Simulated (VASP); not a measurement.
## Si: single point with r2SCAN

Crystal: Si.

```
Si
1.0
    -3.33885    3.33885    1.87246
     3.33885   -3.33885    1.87246
     3.33885    3.33885   -1.87246
Si
4
Cartesian
  1.1230 1.1230 0.0000
  2.2159 2.2159 1.8725
  2.2159 -2.2159 1.8725
  -2.2159 2.2159 1.8725
```

The cell isn't the ideal one: functional r2SCAN, strained and moved within the space group.

| Quantity | Value |
| --- | --- |
| Program | VASP 6.6.1 |
| Task | single point |
| Functional | r2SCAN |
| Potentials or basis | VASP PAW PBE potentials, release 64 (Si) |
| Cutoff | 520 eV |
| k mesh | 10 × 10 × 10 |
| Occupations | gaussian, width 0.05 eV |
| Spin | no spin polarisation |
| Dipole correction | no |
| Further INCAR settings | ALGO = Normal; EDIFF = 1e-06; NBANDS = 16 |

- Pressure: 4.0 GPa
- Largest force: 2.764 eV/Å
- Band gap on the k mesh: none (metal or under the smearing width)

Forces on the atoms (eV/Å):
```
Si   1.955  1.955  0.000
Si  -1.955 -1.955  0.000
Si  -1.955  1.955  0.000
Si   1.955 -1.955  0.000
```

Stress tensor (GPa, compression positive):
```
 6.70  0.00  0.00
 0.00  6.70  0.00
 0.00  0.00 -1.44
```

Levels at points of the mesh, in eV from the Fermi level:
| k point | band 4 | band 5 | band 6 | band 7 | band 8 | band 9 | band 10 | band 11 | band 12 | band 13 |
| --- | --- | --- | --- | --- | --- | --- | --- | --- | --- | --- |
| (0.00, 0.00, 0.00) | -6.38 | -4.87 | -1.31 | -0.83 | -0.83 | 0.81 | 2.14 | 2.14 | 3.24 | 3.24 |
| (0.50, 0.00, 0.00) | -5.95 | -4.81 | -4.13 | -2.79 | -1.61 | 1.16 | 2.54 | 2.55 | 2.84 | 4.81 |
| (0.50, 0.50, 0.00) | -5.81 | -3.30 | -1.93 | -1.73 | -0.98 | 1.78 | 2.33 | 2.89 | 3.74 | 4.41 |
| (0.50, 0.50, 0.50) | -5.32 | -2.70 | -0.55 | -0.55 | 0.79 | 1.15 | 3.90 | 3.98 | 4.26 | 4.50 |

Wall time 5.3 min on 1 thread of Intel(R) Xeon(R) Platinum 8488C (Sapphire Rapids) (shared host), peak memory 0.29 GiB.

Caveat: the PAW data sets were made with another functional, which shifts forces and pressure a little.
